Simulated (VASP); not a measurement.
Here is a VASP 6.6.1 calculation.

INCAR

```
  PREC = Accurate
  ENCUT = 500
  EDIFF = 1E-6
  ISMEAR = 0
  SIGMA = 0.02
  LREAL = False
  LASPH = True
  NELM = 100
  ALGO = Normal
  ISIF = 2
  LWAVE = False
  LCHARG = False
  GGA = PE
  NBANDS = 10
```

File KPOINTS:

```
regular mesh
0
Gamma
  8 8 8
```

File POSCAR:

```
Br
1.0
   -1.4234917050      1.4234917050      3.5775173700
    1.4234917050     -1.4234917050      3.5775173700
    1.4234917050      1.4234917050     -3.5775173700
Br
1
Direct
    0.0000000000      0.0000000000      0.0000000000
```

Potentials or basis: VASP PAW PBE potentials, release 64 (Br_GW).

Launch:

```console
$ cat potpaw_PBE.64/Br_GW/POTCAR > POTCAR
$ mpirun -np 1 vasp_std > vasp.out
```

Q: What does it give for the pressure?

A: 1.4 GPa.

Q: What does it give for the band gap on the k mesh?

A: None (metal or under the smearing width).

Caveat: the k mesh is coarse (spacing up to 0.39 Å⁻¹), so the values aren't converged; an odd number of electrons without spin polarisation forces a metal; a magnetic or distorted state may lie lower.
